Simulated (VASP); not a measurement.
A run of VASP 6.6.1 is set up as follows.

Contents of INCAR:

```
SYSTEM = Cd
PREC = Accurate
ENCUT = 500
EDIFF = 1E-7
ISMEAR = -5
SIGMA = 0.05
LREAL = .FALSE.
LASPH = .TRUE.
NELM = 100
ALGO = Normal
ISIF = 2
LWAVE = .FALSE.
LCHARG = .FALSE.
LNONCOLLINEAR = .TRUE.
MAGMOM = 0 0 0.5
LORBIT = 11
GGA = PS
IVDW = 12
```

The input KPOINTS:

```
regular mesh
0
G
  7 7 7
  0 0 0
```

Contents of POSCAR:

```
Cd
2.9968
    1.000006673785      0.000000000000      0.000000000000
    0.000000000000      1.000006673785      0.000000000000
    0.000000000000      0.000000000000      1.000006673785
Cd
1
Direct
    0.0000000000      0.0000000000      0.0000000000
```

Potentials or basis: VASP PAW PBE potentials, release 54 (Cd).

Run with:

```bash
$ cat potpaw_PBE.54/Cd/POTCAR > POTCAR
$ mpirun -np 1 vasp_ncl > vasp.out
```

Task: What does it give for the dispersion energy per atom?

Result: -0.331 eV.

Task: Estimate the band gap on the k mesh.

Result: None (metal or under the smearing width).

Task: Predict the pressure.

Result: -4.3 GPa.

Task: Predict the net moment.

Result: 0.00 μB per cell.

Moments on the atoms (μB; x, y, z):
```
Cd  0.00 0.00 0.00
```

Caveat: the PAW data sets were made with another functional, which shifts forces and pressure a little; pairwise dispersion overbinds metals, which lowers pressure and volume; tetrahedron occupations give inexact forces and stress in metals.
